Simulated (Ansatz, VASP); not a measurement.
**Two plane-wave programs on Al**

The input INCAR:

```
  PREC = Accurate
  ENCUT = 520
  EDIFF = 1E-6
  ISMEAR = 0
  SIGMA = 0.2
  LREAL = False
  LASPH = True
  NELM = 100
  ALGO = Normal
  ISIF = 2
  LWAVE = False
  LCHARG = False
  GGA = PE
  NBANDS = 8
```

The input KPOINTS:

```
Automatic mesh
0
Gamma
  13 13 13
```

The input POSCAR:

```
Al
1.0
    0.0000000000      2.0199630948      2.0199630948
    2.0199630948      0.0000000000      2.0199630948
    2.0199630948      2.0199630948      0.0000000000
Al
1
Direct
    0.0000000000      0.0000000000      0.0000000000
```

Input for Ansatz:

```yaml
crystal:
  lattice:
    - [0.0, 2.0199630948, 2.0199630948]
    - [2.0199630948, 0.0, 2.0199630948]
    - [2.0199630948, 2.0199630948, 0.0]
  atoms:
    - { symbol: Al, position: [0.0, 0.0, 0.0] }
hamiltonian:
  xc: pbe
  pseudopotentials:
    kind: paw
    azcp:
      Al: "pseudopotentials/Al.paw.azcp"
basis:
  ecutwfc: 420
  fft_grid_basis: typed
kpoints:
  mp_grid: { grid: [13, 13, 13], shift: [0, 0, 0] }
magnetization:
  spin_polarized: false
scf:
  occupations: { method: gaussian, width: 0.2 }
  lower_state_search: "off"
output:
  stress: true
  write_density: true
  write_potential: true
  elf: true
  volumetric_format: npy
```

Alike in both runs: task single point; functional PBE; k mesh 13 × 13 × 13; occupations gaussian, width 0.2 eV; no spin polarisation.

```csv
,VASP,Ansatz
version,VASP 6.6.1,Ansatz 0.2.0
potentials or method,"VASP PAW PBE potentials, release 64 (Al)","plane waves (420 eV) with PAW, scalar-relativistic"
plane-wave cutoff (eV),520,420
valence electrons in the cell,3,3
```

|  | VASP | Ansatz | Ansatz less VASP |
| --- | --- | --- | --- |
| pressure (GPa) | -0.1 | 0.0 | +0.04 |

With one functional, cell and mesh, what is left measures potentials, basis and numerics.
